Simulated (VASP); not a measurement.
Crystal: MgB2.

```xyz
3
Lattice="3.0850 0.0000 0.0000 -1.5425 2.6717 0.0000 0.0000 0.0000 3.5230" Properties=species:S:1:pos:R:3 pbc="T T T"
Mg    0.0000    0.0000    0.0000
B     1.5425    0.8906    1.7615
B     0.0000    1.7811    1.7615
```

```yaml
Program: VASP 6.6.1
Task: relaxation of cell and atoms
Functional: LDA
Potentials_or_basis: VASP PAW LDA potentials, release 64 (Mg, B)
Cutoff: 600 eV
k_mesh: 8 × 8 × 8
Occupations: fermi-dirac, width 0.05 eV
Spin: no spin polarisation
```

At the start: pressure -8.1 GPa; volume 9.68 Å³/atom.

Problem. Where does the relaxation end?

Solution. Over 5 steps the energy falls by 14.3 meV/atom and the volume is 9.14 Å³/atom (-5.6 %); space group P6/mmm (No. 191, to 0.05 Å).

Step by step:
| step | energy change (eV) | largest force (eV/Å) | pressure (GPa) | volume (Å³) |
| --- | --- | --- | --- | --- |
| 1 | 0.0000 | 0.0000 | -8.05 | 29.04 |
| 2 | -0.0356 | 0.0000 | 3.02 | 27.04 |
| 3 | -0.0399 | 0.0000 | 0.06 | 27.51 |
| 4 | -0.0427 | 0.0000 | 0.04 | 27.44 |
| 5 | -0.0429 | 0.0000 | 0.03 | 27.42 |

Final structure:
```
Mg B
1.0
     3.04099    0.00000    0.00000
    -1.52050    2.63358    0.00000
     0.00000    0.00000    3.42326
Mg B
1 2
Direct
  0.00000 0.00000 0.00000
  0.66667 0.33333 0.50000
  0.33333 0.66667 0.50000
```
